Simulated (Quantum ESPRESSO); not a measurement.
Se:

```
CELL_PARAMETERS angstrom
1.39427 -4.03900 0.00000
1.39427 4.03900 0.00000
0.00000 0.00000 4.61343
ATOMIC_POSITIONS crystal
Se 0.06434 0.93566 0.25000
Se 0.93566 0.06434 0.75000
```

This isn't the form of Se at room conditions, which is trigonal, of chains.

```yaml
Program: Quantum ESPRESSO 7.5
Task: single point
Functional: PBE
Potentials_or_basis: SSSP 1.3 efficiency PBE
Cutoff: 748 eV
Density_cutoff: 5987 eV
k_mesh: 10 × 10 × 6
Occupations: fermi-dirac, width 0.05 eV
Spin: no spin polarisation
```

On this cell: pressure 1.4 GPa; largest force 0.039 eV/Å; band gap on the k mesh none (metal or under the smearing width).

The same run follows on a disturbed copy (atoms moved at random, drawn with an rms of 0.05 Å):

```
Se
1.0
     1.39427   -4.03900    0.00000
     1.39427    4.03900    0.00000
     0.00000    0.00000    4.61343
Se
2
Direct
  0.05836 0.93014 0.24970
  0.92368 0.05810 0.73174
```

**Question.** What changes?

**Answer.** The energy (extrapolated to zero smearing) moves by +4.3 meV/atom; pressure 1.4 GPa; largest force 0.183 eV/Å; band gap on the k mesh none (metal or under the smearing width).

Forces in eV/Å, atoms in the order of the input:
```
Se  -0.014  0.088 -0.159
Se   0.014 -0.088  0.159
```

Stress tensor (GPa, compression positive):
```
0.10 0.04 0.02
0.04 0.72 0.40
0.02 0.40 3.42
```
